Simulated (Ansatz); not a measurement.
# CuO (Cccm) in Ansatz: band structure with PBEsol

Aim: the band structure of CuO with PBEsol.

Program: Ansatz 0.2.0. These are calculated values, not measurements. Logs are shortened: lines on timing, memory, paths and dates and some standing lists are left out, and cuts for length are marked.

## (1) Starting point

The structure is orthorhombic, space group Cccm (No. 66). Conventional cell: a = 3.982 Å, b = 4.307 Å, c = 5.156 Å, α = 90.00°, β = 90.00°, γ = 90.00°. Cu (site symmetry 2/m) has 4 O at 1.95 Å as nearest neighbours. Around O (site symmetry 222) lie 4 Cu at 1.95 Å.

Measurements of this composition are mostly on another form, of space group No. 15.

## (2) Band structure, PBEsol

Contents of input.yaml:

```yaml
crystal:
  lattice:
    - [1.990968, -2.15355, 0.0]
    - [1.990968, 2.15355, 0.0]
    - [0.0, 0.0, 5.155928]
  atoms:
    - { symbol: Cu, position: [0.5, 0.0, 0.0] }
    - { symbol: Cu, position: [0.0, 0.5, 0.5] }
    - { symbol: O, position: [0.5, 0.5, 0.25] }
    - { symbol: O, position: [0.5, 0.5, 0.75] }
hamiltonian:
  xc: pbesol
  pseudopotentials: { kind: paw }
kpoints:
  mp_grid: { grid: [9, 9, 5] }
  band_path:
    path:
      - [[0.0, 0.0, 0.0], [0.463677429, 0.463677429, 0.0], [0.0, 0.5, 0.0], [0.0, 0.5, 0.5], [0.463677429, 0.463677429, 0.5], [0.0, 0.0, 0.5], [0.0, 0.0, 0.0], [-0.5, 0.5, 0.0], [-0.463677429, 0.536322571, 0.0], [-0.463677429, 0.536322571, 0.5], [-0.5, 0.5, 0.5], [-0.5, 0.5, 0.0]]
      - [[0.0, 0.0, 0.5], [-0.5, 0.5, 0.5]]
    npoints: 14
scf:
  occupations: { method: fermi_dirac, width: 0.05 }
  n_extra_bands: 10
output:
  forces: true
  stress: true
  eigenvalues: true
  fatbands: true
```

Potentials or basis: Ansatz PAW.

The run is started by

```sh
ansatz run input.yaml --threads 2 --pin off --max-ram 5632MiB --backend cpu --events-out ev --progress --plain --runs-dir out
```

What it wrote:

```text
Warning: RAYON_NUM_THREADS=2 ignored (pool sized by the plan → 2); use --threads N
scf.n_extra_bands = 10 over 25 filled bands (N_el = 50.0): the run solves 35 bands
Engine: ansatz 0.2.0, x86_64-unknown-linux-gnu
Pseudopotentials: kind: paw
Pseudopotential: Cu, paw, valence charge 19, recommended cutoff 420 eV (normal), Cu.paw.azcp
Pseudopotential: O, paw, valence charge 6, recommended cutoff 420 eV (normal), O.paw.azcp
Functional definition: PBEsol
  exchange = pbesol_x
  correlation = pbesol_c
Crystal: 4 atoms, lattice volume = 44.214 Å³
Basis set: ecut = 420 eV, 841 PW (Γ), exchange–correlation on 40×40×72 points (8 copies of the dense FFT grid, shifted against one another)
Bands: 35, of which v1, the nominal top of the filled ones, is band 25 counted from 1 (24 counted from 0)
Symmetry: 8 space group operations
Space group: Cccm (ITA 66), of the structure as read, at distance tolerance 3.5e-5 Å
k-points: 75 of 405
Non-local potential: Cu, projectors of the file, l = 0: 3, l = 1: 2, l = 2: 3, l = 3: 1
Non-local potential: O, projectors of the file, l = 0: 2, l = 1: 2, l = 2: 1
PAW form: soft (Blöchl's): semilocal exchange-correlation on the pseudo side does not see the compensation charge
PAW frozen core: Cu, regenerated for the run's functional, and the local potential with it (the file was generated under x = pbe(κ = 0.804, μ = 0.2195149727645171), c = pbe(β = 0.06672455060314922))
PAW frozen core: O, regenerated for the run's functional, and the local potential with it (the file was generated under x = pbe(κ = 0.804, μ = 0.2195149727645171), c = pbe(β = 0.06672455060314922))
PAW one-centre angular grid: Cu, 590 points (default); XC on 64 Gauss nodes
PAW one-centre angular grid: O, 110 points (default); XC on 64 Gauss nodes
Initial density: superposition of atomic densities (neutral atoms: chi_scale 0, normalization atom), corrected by the library's trained network
Initial wavefunctions: pseudopotential atomic-orbital guess
Functional: x = pbesol(κ = 0.804, μ = 0.12345679012345678), c = pbesol(β = 0.046)
SCF iter   1: F=—  HF=-14296.558504 eV  |F-HF|=—  |Δ(HF+E_count)|=         —  Δρ=1.91e-2  dr2=1.11e-1  ethr=1.77e-3  ⟨swp⟩=5.3  Hψ=9932  notcnv=0  defer=18
preconditioner: auto → LDOS  [metal: Δε(μ)=0.027 eV  Ē_g=15.118 eV  σ=0.050 eV  W_gap=0.13  n_scr=16 (ndim 8)  ℏωp=32.6 eV  f_vac=0.043  D(μ)=2.21/eV (n_scr^D=18)  β→1.0]
SCF iter   2: F=—  HF=-14296.589744 eV  |F-HF|=—  |Δ(HF+E_count)|=   3.12e-2  Δρ=2.84e-2  dr2=1.88e-1  ethr=2.21e-4  ⟨swp⟩=2.4  Hψ=5719  notcnv=0  defer=220  recentre
SCF iter   3: F=—  HF=-14296.526217 eV  |F-HF|=—  |Δ(HF+E_count)|=   6.35e-2  Δρ=3.85e-3  dr2=5.53e-3  ethr=2.21e-4  ⟨swp⟩=2.2  Hψ=4664  notcnv=0  defer=220
SCF iter   4: F=—  HF=-14296.524962 eV  |F-HF|=—  |Δ(HF+E_count)|=   1.25e-3  Δρ=1.86e-3  dr2=1.03e-3  ethr=1.11e-5  ⟨swp⟩=2.3  Hψ=4153  notcnv=0  defer=219
SCF iter   5: F=—  HF=-14296.524808 eV  |F-HF|=—  |Δ(HF+E_count)|=   1.55e-4  Δρ=4.60e-4  dr2=6.14e-5  ethr=2.05e-6  ⟨swp⟩=1.5  Hψ=2794  notcnv=0  defer=219
SCF iter   6: F=—  HF=-14296.524673 eV  |F-HF|=—  |Δ(HF+E_count)|=   1.35e-4  Δρ=2.80e-5  dr2=2.29e-7  ethr=1.23e-7  ⟨swp⟩=2.0  Hψ=2967  notcnv=0  defer=219
SCF iter   7: F=-14296.524673 eV  HF=-14296.524673 eV  |F-HF|=1.18e-8  |Δ(HF+E_count)|=   1.03e-7  Δρ=6.16e-6  dr2=8.33e-9  ethr=2.00e-10  ⟨swp⟩=8.0  Hψ=12496  notcnv=0
SCF 1 converged in 7 iterations: F = -14296.524673 eV  dr2 = 8.33e-9
NSCF: frozen V_eff on 170 k-points
SCF converged after 7 iterations
Free energy (F): -14296.524673 eV
Harris-Foulkes:  -14296.524673 eV  (|F-HF|=1.18e-8)
Internal energy: -14296.505400 eV  (E = F + TS)
E sigma→0 (E₀):  -14296.515036 eV
Entropy (-TS):   -0.019274 eV (-4.818 meV/atom)
Fermi energy:    10.707988 eV
--- Per-component energies (eV) ---
  E_band       = -929.948917
  E_kinetic    = 939.780049
  E_local      = -10135.113938  (includes V_loc(G=0)·N_el)
  E_nonlocal   = 880.179114
  E_hartree    = 4379.902296
  E_xc         = -319.939542
  E_vxc        = -412.749180  (∫ρ·V_xc dr)
  E_paw        = -3552.898077  (= ΣΔE_a)
  E_vpaw       = -961.864116  (= ΣTr[D̂ρ^β])
  E_aug_tail   = 0.005533  (compensation charges beyond the density's cutoff)
  E_ewald      = -6488.903815
  E_core_change = 0.482980  (= ΣΔE_core)
  E_smearing   = -0.019274  (= −TS)
  E_closure    = 0.000000  (closes the sum)
  Σ components = -14296.524673   (vs F -14296.524673, Δ=0.00e0)
--- Forces (eV/Å), atoms counted from 1 ---
  atom   1  Cu     0.00000000     0.00000000    -0.00000000
  atom   2  Cu    -0.00000000     0.00000000     0.00000000
  atom   3  O      0.00000000     0.00000000    -0.00000000
  atom   4  O      0.00000000     0.00000000     0.00000000
  max |Σ_I F_I| component: 1.26e-29 eV/Å
--- Stress (GPa, compression-positive) ---
       -4.428910      -0.000000       0.000000
       -0.000000      -6.072025      -0.000000
        0.000000      -0.000000      -7.620351
  P = ⅓ Tr σ = -6.0404 GPa (-60.404 kbar)
--- Band table (eV; the first three rows and the last of 75) ---
  k-point 0: bands = ["-101.6506", "-101.6503", "-59.3000", "-59.2997", "-59.2623", "-59.2565", "-58.9578", "-58.9574", "-9.0384", "-7.6999", "2.5196", "5.1969", "5.3601", "6.9963", "7.2591", "7.2701", "7.4518", "7.7471", "8.2025", "8.3286", "8.3834", "8.3926", "8.4578", "8.8505", "11.3161", "11.5007", "12.0606", "16.6790", "17.9460", "23.8730", "25.0584", "25.1700", "25.3967", "25.9746", "26.3778"]
  k-point 1: bands = ["-101.6507", "-101.6503", "-59.3000", "-59.2998", "-59.2617", "-59.2571", "-58.9578", "-58.9575", "-8.9313", "-7.8551", "2.9114", "5.2227", "5.3576", "6.8075", "7.0893", "7.0900", "7.1894", "7.4506", "8.3258", "8.3953", "8.4493", "8.6179", "8.6929", "8.7548", "11.1575", "11.3240", "12.5831", "15.7809", "19.1789", "23.9950", "24.7780", "25.2770", "25.3193", "26.0132", "26.0220"]
  k-point 2: bands = ["-101.6506", "-101.6504", "-59.2999", "-59.2998", "-59.2603", "-59.2585", "-58.9577", "-58.9576", "-8.6346", "-8.2275", "3.9675", "5.2838", "5.3376", "5.4092", "6.8846", "6.8894", "7.2838", "7.4117", "8.4047", "8.4130", "8.4286", "8.5552", "9.0871", "9.1384", "10.8676", "10.9514", "13.6002", "14.6683", "21.1578", "23.2174", "24.3838", "25.0954", "25.5966", "25.6453", "26.2365"]
  k-point 74: bands = ["-101.6494", "-101.6494", "-59.3114", "-59.3105", "-59.2575", "-59.2571", "-58.9665", "-58.9660", "-7.7515", "-7.5951", "4.4318", "4.8121", "4.8751", "5.2574", "5.3516", "5.5579", "7.7631", "8.0056", "8.3989", "8.4259", "8.7241", "8.7348", "9.2990", "9.3406", "9.8929", "10.6444", "14.1912", "15.3815", "20.5740", "20.8506", "22.2006", "22.6677", "25.0909", "25.3949", "26.8561"]
```

Run time: 6.3 s. Hardware: 2 threads of AMD EPYC 7R13 (Zen 3), shared host; peak memory 0.41 GiB.

What came out:

```yaml
Free_energy: -14296.5247 eV
Pressure: -6.0 GPa
Band_gap_on_the_k_mesh: none (metal or under the smearing width)
```

Levels at the corners of the path, in eV from the Fermi level:
```
point  band 23  band 24  band 25  band 26  band 27  band 28
    Γ    -2.25    -1.86     0.61     0.79     1.35     5.97
    X    -1.56    -1.20    -1.18     1.14     2.23     6.93
    S    -1.52    -1.47     0.24     0.48     3.58     5.86
    R    -1.96    -1.77    -0.13     0.70     4.24     5.85
    A    -1.38    -1.38    -0.47    -0.47     4.00     4.00
    Z    -1.51    -1.51     0.13     0.13     3.43     3.43
    Γ    -2.25    -1.86     0.61     0.79     1.35     5.97
    Y    -1.58    -1.17    -1.11     1.15     2.07     7.14
   X1    -1.56    -1.20    -1.18     1.14     2.23     6.93
   A1    -1.38    -1.38    -0.47    -0.47     4.00     4.00
    T    -1.36    -1.36    -0.49    -0.49     3.95     3.95
    Y    -1.58    -1.17    -1.11     1.15     2.07     7.14
    Z    -1.51    -1.51     0.13     0.13     3.43     3.43
    T    -1.36    -1.36    -0.49    -0.49     3.95     3.95
```

Caveat: the pressure holds a Pulay correction of +0.7 GPa for the finite cutoff; the run has no spin polarisation, though such a crystal can be magnetic; semilocal functionals often make such compounds metallic where correlation or magnetic order opens a gap, which also shifts bond lengths; the PAW data sets come from PBE, with cores solved anew for the run's functional, which leaves a small shift of forces and pressure.
